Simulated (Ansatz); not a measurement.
A generator proposed this cell of Ga.

Space group I4/mmm (No. 139). a = 3.487 Å, b = 3.487 Å, c = 6.007 Å, α = 90.00°, β = 90.00°, γ = 90.00°
```csv
atom,site,symmetry,x,y,z
Ga,4e,4mm,0.0000,0.0000,0.2919
```

Method: DFT PBE, scalar-relativistic, plane waves, PAW (Ansatz). Cutoff 420 eV; k points 8×8×8 on the computed 2-atom cell (Γ-centred); Gaussian smearing, width 0.10 eV; no spin polarisation.

Energies count from the standard state of Ga at the same level.

Task: Estimate its pressure, forces and energy as it stands.

Result: The pressure is 11.2 GPa (the mean over three directions, positive in compression), the largest force is 0.10 eV/Å, and the energy is +0.26 eV/atom against the standard state. The shortest distance is 2.50 Å.

Task: Is it a good guess?

Result: A fair one: relaxing gains about 0.17 eV/atom (the start's value is from the coarse mesh, so the gain is rough) in 12 ionic steps and ends at +0.08 eV/atom on the finer mesh. The symmetry goes from I4/mmm (No. 139) to Pm-3m (No. 221), and the primitive cell from 2 to 1 atom. The end has the simple cubic type. The volume per atom grows by 9.7 %, from 18.3 to 20.0 Å³. The shortest distance goes from 2.50 Å (Ga–Ga) to 2.72 Å (Ga–Ga). Conventional cell: a = 2.716 Å. Ga has 6 Ga at 2.72 Å.

The last run used a 20×20×20 mesh for its 1-atom cell and Gaussian smearing of 0.10 eV. The relaxation can't lower the symmetry of the start, and the grade says only how near the guess is to its own end. A later test with randomly moved atoms led to a structure 64 meV/atom lower, so this end is a saddle point or a shallow minimum.
